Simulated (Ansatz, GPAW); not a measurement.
Given: the input of a run of GPAW 26.7.0 (ASE script) on Si2Mo. 

Contents of run.py:

```python
from ase.dft.bandgap import bandgap
from ase.io import read, write
from ase.units import GPa
from gpaw import GPAW, PW

atoms = read('POSCAR')

calc = GPAW(mode=PW(600),
            xc='PBE',
            kpts={'size': (12, 12, 12), 'gamma': True},
            occupations={'name': 'methfessel-paxton', 'order': 0, 'width': 0.03},
            nbands=23,
            convergence={'density': 1e-05, 'energy': 1e-05},
            maxiter=150,
            txt='gpaw.txt')
atoms.calc = calc
energy = atoms.get_potential_energy()
forces = atoms.get_forces()
stress = atoms.get_stress()
calc.write('gs.gpw')
write('result.traj', atoms)
print(f'Energy: {energy:.6f} eV')
print('Forces (eV/A):')
print(forces.round(4))
print('Stress (GPa):', (stress / GPa).round(3))
print('Fermi level:', round(calc.get_fermi_level(), 4), 'eV')
print(f'Gap: {bandgap(calc)[0]:.4f} eV, direct: {bandgap(calc, direct=True)[0]:.4f} eV')
```

POSCAR

```
Si2Mo
1.0
   -1.6000000000      1.6000000000      3.9305000000
    1.6000000000     -1.6000000000      3.9305000000
    1.6000000000      1.6000000000     -3.9305000000
Mo Si
1 2
Direct
    0.0000000000      0.0000000000      0.0000000000
    0.6670000000      0.6670000000      0.0000000000
    0.3330000000      0.3330000000      0.0000000000
```

Potentials or basis: GPAW PAW data sets (gpaw-data 1.2.1), pw.

Run with:

```sh
$ OMP_NUM_THREADS=1 python run.py
```

**Question.** Set up the same calculation for Ansatz 0.2.0. Potentials or basis there: Ansatz PAW, cutoff 420 eV.

**Answer.** As run (cutoffs and basis follow the program's own potentials, and thresholds, step limits or extra output files can differ):

The input input.yaml:

```yaml
crystal:
  lattice:
    - [-1.6, 1.6, 3.9305]
    - [1.6, -1.6, 3.9305]
    - [1.6, 1.6, -3.9305]
  atoms:
    - { symbol: Mo, position: [0.0, 0.0, 0.0] }
    - { symbol: Si, position: [0.667, 0.667, 0.0] }
    - { symbol: Si, position: [0.333, 0.333, 0.0] }
hamiltonian:
  xc: pbe
  pseudopotentials: { kind: paw }
kpoints:
  mp_grid: { grid: [12, 12, 12] }
scf:
  occupations: { method: gaussian, width: 0.03 }
output:
  forces: true
  stress: true
  eigenvalues: true
  write_density: true
  write_potential: true
  elf: true
  volumetric_format: npy
```

Potentials or basis: Ansatz PAW.

Command:

```sh
$ ansatz run input.yaml --threads 2 --pin off --max-ram 5632MiB --backend cpu --events-out ev --progress --plain --runs-dir out
```

Both were run:

|  | GPAW | Ansatz |
| --- | --- | --- |
| Pressure | 2.8 GPa | 2.2 GPa |
| Largest force | 0.263 eV/Å | 0.276 eV/Å |

Ansatz's pressure holds a Pulay term of +0.04 GPa for its cutoff of 420 eV, which the other run lacks.

Where Ansatz's input types no cutoff or centring, it takes its own default and a Γ-centred mesh.

Pressure is positive in compression.
